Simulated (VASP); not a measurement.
Input of a VASP 6.6.1 run:

File INCAR:

```
PREC = Accurate
ENCUT = 520
EDIFF = 1E-7
ISMEAR = 0
SIGMA = 0.05
LREAL = False
LASPH = True
NELM = 100
ALGO = Fast
ISIF = 2
LWAVE = False
LCHARG = True
LDIPOL = True
IDIPOL = 3
DIPOL = 0.5 0.5 0.500
GGA = PS
LELF = True
LVHAR = True
LVACPOTAV = True
NBANDS = 28
```

Contents of KPOINTS:

```
Automatic mesh
0
Gamma
  6 6 1
```

The input POSCAR:

```
Cs3I2
1.0
    4.5033236737      0.0000000000      0.0000000000
    0.0000000000      4.5033236737      0.0000000000
    0.0000000000      0.0000000000     24.0066473473
Cs I
3 2
Direct
    0.0000000000      0.0000000000      0.3091746909
    0.0000000000      0.0000000000      0.4999987431
    0.0000000000      0.0000000000      0.6908266917
    0.5000000000      0.5000000000      0.4048824128
    0.5000000000      0.5000000000      0.5951174616
```

Potentials or basis: VASP PAW PBE potentials, release 64 (Cs_sv, I).

Launch:

```console
$ cat potpaw_PBE.64/Cs_sv/POTCAR potpaw_PBE.64/I/POTCAR > POTCAR
$ mpirun -np 1 vasp_std > vasp.out
```

Problem. Predict the work function of the lower face.

Solution. 2.47 eV.

Problem. What does it give for the band gap on the k mesh?

Solution. None (metal or under the smearing width).

Problem. Estimate the work function of the upper face.

Solution. 2.47 eV.

Forces on the atoms (eV/Å):
```
Cs   0.000  0.000 -0.008
Cs   0.000  0.000  0.000
Cs   0.000  0.000  0.008
I    0.000  0.000  0.000
I    0.000  0.000  0.000
```

Caveat: the PAW data sets were made with another functional, which shifts forces and pressure a little; an odd number of electrons without spin polarisation forces a metal; a magnetic or distorted state may lie lower. Spin-orbit coupling is left out, which matters for the levels of Cs, I.
